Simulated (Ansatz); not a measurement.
# PbS (Cmcm) in Ansatz: a series of runs

Runs on PbS. Level: r2SCAN. Tasks: single point, equation of state.

All numbers are computed with Ansatz 0.2.0; they aren't measurements. Logs are shortened: lines on timing, memory, paths and dates and some standing lists are left out, and cuts for length are marked.

## 1. The structure

Symmetry: Cmcm, No. 63, orthorhombic system. The conventional cell has a = 4.160 Å, b = 11.983 Å, c = 4.279 Å, α = 90.00°, β = 90.00°, γ = 90.00°. Pb (site symmetry m2m) has 5 S at 2.69 to 2.99 Å as nearest neighbours. Around S (site symmetry m2m) lie 5 Pb at 2.69 to 2.99 Å.

Measurements of this composition are mostly on another form, of space group No. 225.

## 2. Single point, r2SCAN, 25.06 Å³/atom (volume scaled by 0.94)

The input, input.yaml:

```yaml
crystal:
  lattice:
    - [2.0374927668, -5.8689911821, 0.0]
    - [2.0374927668, 5.8689911821, 0.0]
    - [0.0, 0.0, 4.1919633476]
  atoms:
    - { symbol: Pb, position: [0.13056335, 0.86943665, 0.25] }
    - { symbol: Pb, position: [0.86943665, 0.13056335, 0.75] }
    - { symbol: S, position: [0.35479709, 0.64520291, 0.25] }
    - { symbol: S, position: [0.64520291, 0.35479709, 0.75] }
hamiltonian:
  xc: r2scan
  pseudopotentials: { kind: paw }
kpoints:
  mp_grid: { grid: [7, 7, 6] }
scf:
  occupations: { method: fermi_dirac, width: 0.05 }
output:
  forces: true
  stress: true
  eigenvalues: true
  write_density: true
  write_potential: true
  elf: true
  volumetric_format: npy
```

Potentials or basis: Ansatz PAW.

Command:

```console
$ ansatz run input.yaml --threads 2 --pin off --max-ram 5632MiB --backend cpu --events-out ev --progress --plain --runs-dir out
```

What it wrote:

```text
Warning: RAYON_NUM_THREADS=2 ignored (pool sized by the plan → 2); use --threads N
Engine: ansatz 0.2.0, aarch64-unknown-linux-gnu
Pseudopotentials: kind: paw
Pseudopotential: Pb, paw, valence charge 14, recommended cutoff 500 eV (meta_gga), Pb.paw.azcp
Pseudopotential: S, paw, valence charge 6, recommended cutoff 500 eV (meta_gga), S.paw.azcp
Functional definition: r2SCAN
  parameter k0 = 0.174
  parameter k1 = 0.065
  parameter a1 = 4.9479
  exchange = r2scan_x(k0 = k0, k1 = k1, a1 = a1)
  correlation = r2scan_c
Crystal: 4 atoms, lattice volume = 100.255 Å³
Basis set: ecut = 500 eV, 2557 PW (Γ), exchange–correlation on 192×192×128 points (64 copies of the dense FFT grid, shifted against one another)
Bands: 24, of which v1, the nominal top of the filled ones, is band 20 counted from 1 (19 counted from 0)
Symmetry: 8 space group operations
Space group: Cmcm (ITA 63), of the structure as read, at distance tolerance 4.6e-5 Å
k-points: 64 of 294
Non-local potential: Pb, projectors of the file, l = 0: 2, l = 1: 2, l = 2: 2, l = 3: 2
Non-local potential: S, projectors of the file, l = 0: 2, l = 1: 2, l = 2: 2
PAW form: soft (Blöchl's): semilocal exchange-correlation on the pseudo side does not see the compensation charge
PAW frozen core: Pb, regenerated for the run's functional (the file was generated under x = pbe(κ = 0.804, μ = 0.2195149727645171), c = pbe(β = 0.06672455060314922))
PAW frozen core: S, regenerated for the run's functional (the file was generated under x = pbe(κ = 0.804, μ = 0.2195149727645171), c = pbe(β = 0.06672455060314922))
PAW one-centre angular grid: Pb, 590 points (default); XC on 160 Gauss nodes
PAW one-centre angular grid: S, 302 points (default); XC on 160 Gauss nodes
Initial density: superposition of atomic densities (neutral atoms: chi_scale 0, normalization atom), corrected by the library's trained network
Initial wavefunctions: pseudopotential atomic-orbital guess
Functional: x = r2scan, c = r2scan; τ floored in thin density (d = 2e-4 eV/Å³)
SCF iter   1: F=—  HF=-25655.824610 eV  |F-HF|=—  |Δ(HF+E_count)|=         —  Δρ=6.38e-3  dr2=2.54e-2  dr2_τ=1.12e-2  ethr=1.77e-3  ⟨swp⟩=7.2  Hψ=8047  notcnv=0
preconditioner: auto → Resta (q_TF=auto, 2.341 Å⁻¹)  ε∞=3.5  [insulator: Δε(μ)=1.368 eV  Ē_g=14.955 eV  σ=0.050 eV  W_gap=1.00  n_scr=26 (ndim 8)  ℏωp=23.5 eV  f_vac=0.000  D(μ)=0.00/eV (n_scr^D=0)  ε∞_Penn≈3.5]
SCF iter   2: F=—  HF=-25655.848070 eV  |F-HF|=—  |Δ(HF+E_count)|=   2.35e-2  Δρ=3.00e-3  dr2=6.73e-3  dr2_τ=2.40e-4  ethr=6.35e-5  ⟨swp⟩=2.0  Hψ=3580  notcnv=0
SCF iter   3: F=—  HF=-25655.847972 eV  |F-HF|=—  |Δ(HF+E_count)|=   9.89e-5  Δρ=8.33e-4  dr2=4.46e-4  dr2_τ=5.02e-5  ethr=1.68e-5  ⟨swp⟩=2.8  Hψ=2822  notcnv=0
SCF iter   4: F=—  HF=-25655.848098 eV  |F-HF|=—  |Δ(HF+E_count)|=   1.26e-4  Δρ=2.07e-4  dr2=3.64e-5  dr2_τ=3.86e-6  ethr=1.12e-6  ⟨swp⟩=2.9  Hψ=2845  notcnv=0
SCF iter   5: F=—  HF=-25655.848113 eV  |F-HF|=—  |Δ(HF+E_count)|=   1.56e-5  Δρ=3.79e-5  dr2=1.09e-6  dr2_τ=4.77e-8  ethr=9.10e-8  ⟨swp⟩=2.0  Hψ=2048  notcnv=0
SCF iter   6: F=-25655.848114 eV  HF=-25655.848114 eV  |F-HF|=4.15e-8  |Δ(HF+E_count)|=   9.09e-7  Δρ=7.52e-6  dr2=8.29e-8  dr2_τ=7.85e-9  ethr=2.50e-10  ⟨swp⟩=12.7  Hψ=13962  notcnv=0
SCF 1 converged in 6 iterations: F = -25655.848114 eV  dr2 = 8.29e-8
  Residual-converged pass: ⟨swp⟩=1.1  Hψ=1796  notcnv=0  max |occ|·‖R‖ = 7.1e-9 eV (tolerance 1.0e-8 eV)  dr2=8.29e-8  dr2_τ=7.85e-9  dr2_onsite=1.23e-8  max |Δocc| = 4.4e-16
SCF converged after 6 iterations
Free energy (F): -25655.848114 eV
Harris-Foulkes:  -25655.848114 eV  (|F-HF|=4.15e-8)
Internal energy: -25655.848114 eV  (E = F + TS)
E sigma→0 (E₀):  -25655.848114 eV
Entropy (-TS):   -0.000000 eV (-0.000 meV/atom)
Fermi energy:    8.927236 eV
--- Per-component energies (eV) ---
  E_band       = -116.798575
  E_kinetic    = 790.037788
  E_local      = -2436.559349  (includes V_loc(G=0)·N_el)
  E_nonlocal   = 758.868218
  E_hartree    = 956.849711
  E_xc         = -602.028102
  E_vxc        = -481.126315  (∫ρ·V_xc dr)
  E_paw        = -22083.396870  (= ΣΔE_a)
  E_vpaw       = -691.459107  (= ΣTr[D̂ρ^β])
  E_aug_tail   = 0.000039  (compensation charges beyond the density's cutoff)
  E_vtau       = 29.748721  (kinetic-family band-sum trace: ∫τ·v_τ [+ j·A + Jᵃ·Aᵃ] dr)
  E_ewald      = -3041.331021
  E_core_change = 1.711471  (= ΣΔE_core)
  E_smearing   = -0.000000  (= −TS)
  E_closure    = 0.000000  (closes the sum)
  Σ components = -25655.848114   (vs F -25655.848114, Δ=0.00e0)
--- Forces (eV/Å), atoms counted from 1 ---
  atom   1  Pb     0.00000000     0.40829365     0.00000000
  atom   2  Pb     0.00000000    -0.40829365     0.00000000
  atom   3  S      0.00000000    -0.21646253     0.00000000
  atom   4  S      0.00000000     0.21646253     0.00000000
  max |Σ_I F_I| component: 1.11e-16 eV/Å
--- Stress (GPa, compression-positive) ---
        4.062843       0.000000       0.000000
        0.000000       3.735989       0.000000
        0.000000       0.000000       3.940140
  P = ⅓ Tr σ = 3.9130 GPa (39.130 kbar)
--- Band table (eV; the first three rows and the last of 64) ---
  k-point 0: bands = ["-8.9124", "-8.7535", "-8.7417", "-8.7368", "-8.6979", "-8.6893", "-8.6784", "-8.6665", "-8.6471", "-8.5931", "-5.8271", "-3.6993", "1.2388", "2.4393", "3.4871", "4.8146", "5.4151", "6.2249", "6.4061", "7.5873", "13.1549", "13.4570", "13.6151", "14.4908"]
  k-point 1: bands = ["-8.8880", "-8.7548", "-8.7436", "-8.7215", "-8.7032", "-8.6992", "-8.6914", "-8.6531", "-8.6416", "-8.6067", "-5.6503", "-3.7173", "0.7128", "1.9371", "3.6498", "5.3505", "5.6414", "6.4127", "6.8929", "7.4259", "12.6530", "12.7967", "13.0543", "13.6939"]
  k-point 2: bands = ["-8.8342", "-8.7638", "-8.7304", "-8.7257", "-8.7243", "-8.6961", "-8.6840", "-8.6421", "-8.6393", "-8.6362", "-5.1515", "-3.9124", "0.0643", "0.9402", "4.2261", "5.7744", "6.2320", "6.8066", "7.4323", "7.7936", "11.1491", "11.2942", "11.5474", "12.3111"]
  k-point 63: bands = ["-8.8007", "-8.8007", "-8.7210", "-8.7210", "-8.6981", "-8.6981", "-8.6513", "-8.6513", "-8.6506", "-8.6506", "-4.4086", "-4.4086", "-0.3113", "-0.3113", "6.6053", "6.6053", "6.7193", "6.7193", "7.7927", "7.7927", "10.4369", "10.4369", "11.7072", "11.7072"]
```

v_z.tsv:

```text
# z_ang	v_es[eV]	v_tot[eV]
# format = ansatz-planar-average/11
# xc	r2scan
# density_cutoff_ev	2000
# datasets	Pb=:simpson_from_first_knot:soft:shift=0	S=:simpson_from_first_knot:soft:shift=0
# lattice	2.037492767	-5.868991182	0.000000000
# lattice	2.037492767	5.868991182	0.000000000
# lattice	0.000000000	0.000000000	4.191963348
# sites	4
# site	82	2.037492767	4.336440882	1.047990837
# site	82	2.037492767	-4.336440882	3.143972511
# site	16	2.037492767	1.704389197	1.047990837
# site	16	2.037492767	-1.704389197	3.143972511
0.000000	8.757122e0	-3.743250e-1
0.130999	8.303138e0	-9.326980e-1
0.261998	7.114873e0	-2.399792e0
0.392997	5.541737e0	-4.368145e0
0.523995	3.992355e0	-6.439123e0
0.654994	2.803392e0	-8.167919e0
[... 24 lines left out ...]
3.929966	7.114873e0	-2.399792e0
4.060964	8.303138e0	-9.326980e-1
```

Run time: 17 s. Hardware: 2 threads of Arm Neoverse V1, shared host; peak memory 0.8 GiB.

What came out:

```yaml
Free_energy: -25655.8481 eV
Pressure: 3.9 GPa
Largest_force: 0.408 eV/Å
Band_gap_on_the_k_mesh: 1.38 eV, indirect (least direct gap 1.75 eV)
```

Caveat: odd divisions of the mesh miss points on the zone boundary, where band edges often lie, so the gap on the mesh can be too wide; spin-orbit coupling is left out, which as a rule narrows the gap of such compounds by several tenths of an eV; the PAW data sets come from PBE, with cores solved anew for the run's functional, which leaves a small shift of forces and pressure.

## 3. Single point, r2SCAN, 25.60 Å³/atom (volume scaled by 0.96)

input.yaml, as its differences from that of step 2:

```diff
@@ -2,5 +2,5 @@
   lattice:
-    - [2.0374927668, -5.8689911821, 0.0]
-    - [2.0374927668, 5.8689911821, 0.0]
-    - [0.0, 0.0, 4.1919633476]
+    - [2.0518417802, -5.9103234677, 0.0]
+    - [2.0518417802, 5.9103234677, 0.0]
+    - [0.0, 0.0, 4.2214851889]
   atoms:
```

Potentials or basis: Ansatz PAW.

Command:

```console
$ ansatz run input.yaml --threads 2 --pin off --max-ram 5632MiB --backend cpu --events-out ev --progress --plain --runs-dir out
```

It took 18 s on 2 threads of Arm Neoverse V1, shared host; peak memory 0.8 GiB.

It converged, with:

| Property | Result |
| --- | --- |
| Free energy | -25655.8903 eV |
| Pressure | 2.4 GPa |
| Largest force | 0.259 eV/Å |
| Band gap on the k mesh | 1.44 eV, indirect (least direct gap 1.77 eV) |

Caveat: odd divisions of the mesh miss points on the zone boundary, where band edges often lie, so the gap on the mesh can be too wide; spin-orbit coupling is left out, which as a rule narrows the gap of such compounds by several tenths of an eV; the PAW data sets come from PBE, with cores solved anew for the run's functional, which leaves a small shift of forces and pressure.

## 4. Single point, r2SCAN, 26.13 Å³/atom (volume scaled by 0.98)

input.yaml, as its differences from that of step 3:

```diff
@@ -2,5 +2,5 @@
   lattice:
-    - [2.0518417802, -5.9103234677, 0.0]
-    - [2.0518417802, 5.9103234677, 0.0]
-    - [0.0, 0.0, 4.2214851889]
+    - [2.0659928603, -5.9510856073, 0.0]
+    - [2.0659928603, 5.9510856073, 0.0]
+    - [0.0, 0.0, 4.2505997999]
   atoms:
@@ -21,5 +21 @@
   eigenvalues: true
-  write_density: true
-  write_potential: true
-  elf: true
-  volumetric_format: npy
```

Command:

```console
$ ansatz run input.yaml --threads 2 --pin off --max-ram 5632MiB --backend cpu --events-out ev --progress --plain --runs-dir out
```

Run time: 13 s. Hardware: 2 threads of Arm Neoverse V1, shared host; peak memory 0.78 GiB.

It converged, with:

| Property | Result |
| --- | --- |
| Free energy | -25655.9139 eV |
| Pressure | 1.1 GPa |
| Largest force | 0.119 eV/Å |
| Band gap on the k mesh | 1.48 eV, indirect (least direct gap 1.79 eV) |

Caveat: odd divisions of the mesh miss points on the zone boundary, where band edges often lie, so the gap on the mesh can be too wide; spin-orbit coupling is left out, which as a rule narrows the gap of such compounds by several tenths of an eV; the PAW data sets come from PBE, with cores solved anew for the run's functional, which leaves a small shift of forces and pressure.

## 5. Single point, r2SCAN, 26.66 Å³/atom

input.yaml, as its differences from that of step 4:

```diff
@@ -2,5 +2,5 @@
   lattice:
-    - [2.0659928603, -5.9510856073, 0.0]
-    - [2.0659928603, 5.9510856073, 0.0]
-    - [0.0, 0.0, 4.2505997999]
+    - [2.079952695, -5.991296865, 0.0]
+    - [2.079952695, 5.991296865, 0.0]
+    - [0.0, 0.0, 4.27932094]
   atoms:
```

Command:

```console
$ ansatz run input.yaml --threads 2 --pin off --max-ram 5632MiB --backend cpu --events-out ev --progress --plain --runs-dir out
```

Wall time 13 s (2 threads of Arm Neoverse V1, shared host); peak memory 0.79 GiB.

The run converged. Its results:

| Item | Value |
| --- | --- |
| Free energy | -25655.9209 eV |
| Pressure | -0.1 GPa |
| Largest force | 0.038 eV/Å |
| Band gap on the k mesh | 1.53 eV, indirect (least direct gap 1.79 eV) |

Caveat: odd divisions of the mesh miss points on the zone boundary, where band edges often lie, so the gap on the mesh can be too wide; spin-orbit coupling is left out, which as a rule narrows the gap of such compounds by several tenths of an eV; the PAW data sets come from PBE, with cores solved anew for the run's functional, which leaves a small shift of forces and pressure.

## 6. Single point, r2SCAN, 27.20 Å³/atom (volume scaled by 1.02)

input.yaml, as its differences from that of step 5:

```diff
@@ -2,5 +2,5 @@
   lattice:
-    - [2.079952695, -5.991296865, 0.0]
-    - [2.079952695, 5.991296865, 0.0]
-    - [0.0, 0.0, 4.27932094]
+    - [2.0937276176, -6.030975484, 0.0]
+    - [2.0937276176, 6.030975484, 0.0]
+    - [0.0, 0.0, 4.3076616397]
   atoms:
```

Potentials or basis: Ansatz PAW.

Command:

```console
$ ansatz run input.yaml --threads 2 --pin off --max-ram 5632MiB --backend cpu --events-out ev --progress --plain --runs-dir out
```

It took 12 s on 2 threads of Arm Neoverse V1, shared host; peak memory 0.77 GiB.

The run converged. Its results:

| Property | Result |
| --- | --- |
| Free energy | -25655.9130 eV |
| Pressure | -1.1 GPa |
| Largest force | 0.132 eV/Å |
| Band gap on the k mesh | 1.57 eV, indirect (least direct gap 1.78 eV) |

Caveat: odd divisions of the mesh miss points on the zone boundary, where band edges often lie, so the gap on the mesh can be too wide; spin-orbit coupling is left out, which as a rule narrows the gap of such compounds by several tenths of an eV; the PAW data sets come from PBE, with cores solved anew for the run's functional, which leaves a small shift of forces and pressure.

## 7. Single point, r2SCAN, 27.73 Å³/atom (volume scaled by 1.04)

input.yaml, as its differences from that of step 6:

```diff
@@ -2,5 +2,5 @@
   lattice:
-    - [2.0937276176, -6.030975484, 0.0]
-    - [2.0937276176, 6.030975484, 0.0]
-    - [0.0, 0.0, 4.3076616397]
+    - [2.1073236324, -6.0701387599, 0.0]
+    - [2.1073236324, 6.0701387599, 0.0]
+    - [0.0, 0.0, 4.3356342523]
   atoms:
@@ -21 +21,5 @@
   eigenvalues: true
+  write_density: true
+  write_potential: true
+  elf: true
+  volumetric_format: npy
```

Command:

```console
$ ansatz run input.yaml --threads 2 --pin off --max-ram 5632MiB --backend cpu --events-out ev --progress --plain --runs-dir out
```

Run time: 16 s. Hardware: 2 threads of Arm Neoverse V1, shared host; peak memory 0.81 GiB.

The run converged. Its results:

```yaml
Free_energy: -25655.8916 eV
Pressure: -2.1 GPa
Largest_force: 0.245 eV/Å
Band_gap_on_the_k_mesh: 1.60 eV, indirect (least direct gap 1.77 eV)
```

Caveat: odd divisions of the mesh miss points on the zone boundary, where band edges often lie, so the gap on the mesh can be too wide; spin-orbit coupling is left out, which as a rule narrows the gap of such compounds by several tenths of an eV; the PAW data sets come from PBE, with cores solved anew for the run's functional, which leaves a small shift of forces and pressure.

## 8. Single point, r2SCAN, 28.26 Å³/atom (volume scaled by 1.06)

input.yaml, as its differences from that of step 7:

```diff
@@ -2,5 +2,5 @@
   lattice:
-    - [2.1073236324, -6.0701387599, 0.0]
-    - [2.1073236324, 6.0701387599, 0.0]
-    - [0.0, 0.0, 4.3356342523]
+    - [2.1207464379, -6.1088031065, 0.0]
+    - [2.1207464379, 6.1088031065, 0.0]
+    - [0.0, 0.0, 4.3632505017]
   atoms:
@@ -21,5 +21 @@
   eigenvalues: true
-  write_density: true
-  write_potential: true
-  elf: true
-  volumetric_format: npy
```

Command:

```console
$ ansatz run input.yaml --threads 2 --pin off --max-ram 5632MiB --backend cpu --events-out ev --progress --plain --runs-dir out
```

Run time: 13 s. Hardware: 2 threads of Arm Neoverse V1, shared host; peak memory 0.78 GiB.

Results (log left out):

| Item | Value |
| --- | --- |
| Free energy | -25655.8581 eV |
| Pressure | -2.9 GPa |
| Largest force | 0.351 eV/Å |
| Band gap on the k mesh | 1.62 eV, indirect (least direct gap 1.77 eV) |

Caveat: odd divisions of the mesh miss points on the zone boundary, where band edges often lie, so the gap on the mesh can be too wide; spin-orbit coupling is left out, which as a rule narrows the gap of such compounds by several tenths of an eV; the PAW data sets come from PBE, with cores solved anew for the run's functional, which leaves a small shift of forces and pressure.

## 9. Equation of state, r2SCAN

Potentials or basis: Ansatz PAW.

No new run: the results of the series are fitted here.

What came out:

```yaml
Equilibrium_volume: 26.64 Å³/atom
Bulk_modulus_at_fixed_shape_and_positions: 56 GPa
Pressure_derivative_of_the_bulk_modulus: 4.3
```

Energy against volume, from the lowest point:
| volume (Å³/atom) | energy (meV/atom) |
| --- | --- |
| 25.064 | 18.20 |
| 25.597 | 7.66 |
| 26.130 | 1.75 |
| 26.664 | 0.00 |
| 27.197 | 1.99 |
| 27.730 | 7.34 |
| 28.263 | 15.71 |

Caveat: the cell was scaled at fixed shape and fractional positions, which overstates the stiffness of a crystal with free parameters, most of all of layers and chains; the PAW data sets were made with another functional, which shifts forces and pressure a little. Spin-orbit coupling is left out, which matters for the levels of Pb.
